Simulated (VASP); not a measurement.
Wanted: the native input for a VASP 6.6.1 run.

| Quantity | Value |
| --- | --- |
| Task | relaxation of cell and atoms |
| Functional | PBEsol |
| Potentials or basis | VASP PAW PBE potentials, release 64 (Cd, S) |
| Cutoff | 600 eV |
| k mesh | 9 × 9 × 4 |
| Occupations | gaussian, width 0.03 eV |
| Spin | no spin polarisation |
| Further INCAR settings | ALGO = Normal; EDIFF = 1e-06; IBRION = 2; EDIFFG = -0.01; NSW = 90; ISIF = 3 |

The structure of CdS lies in POSCAR:

```
CdS
1.0
    4.1500000000      0.0000000000      0.0000000000
   -2.0750000000      3.5940054300      0.0000000000
    0.0000000000      0.0000000000      6.7370000000
Cd S
2 2
Direct
    0.3333333300      0.6666666700      0.0000000000
    0.6666666700      0.3333333300      0.5000000000
    0.3333333300      0.6666666700      0.3750000000
    0.6666666700      0.3333333300      0.8750000000
```

These files were run (other wordings do the same):

INCAR

```
PREC = Accurate
ENCUT = 600
EDIFF = 1E-6
ISMEAR = 0
SIGMA = 0.03
LREAL = F
LASPH = T
NELM = 80
ALGO = Normal
ISIF = 3
LWAVE = F
LCHARG = F
GGA = PS
IBRION = 2
NSW = 90
EDIFFG = -0.01
```

KPOINTS

```
regular mesh
0
Gamma
  9 9 4
```

Potentials or basis: VASP PAW PBE potentials, release 64 (Cd, S).

Command:

```bash
$ cat potpaw_PBE.64/Cd/POTCAR potpaw_PBE.64/S/POTCAR > POTCAR
$ mpirun -np 1 vasp_std > vasp.out
```

Results of the run:

The relaxed volume is 24.85 Å³/atom and the relaxed cell is a = 4.129 Å, b = 4.129 Å, c = 6.732 Å, α = 90.00°, β = 90.00°, γ = 120.00°. The space group after relaxing (to 0.05 Å) is P6_3mc (No. 186). The energy gained by relaxing is 0.8 meV/atom. The ionic steps are 3 and the pressure after relaxing is 0.0 GPa. The largest force after relaxing is 0.005 eV/Å and the band gap on the k mesh is 1.08 eV, direct.

Caveat: the PAW data sets were made with another functional, which shifts forces and pressure a little.

Run time: 85 s on 1 thread of Intel(R) Xeon(R) Platinum 8488C (Sapphire Rapids), with other jobs on the host, peak memory 0.31 GiB.
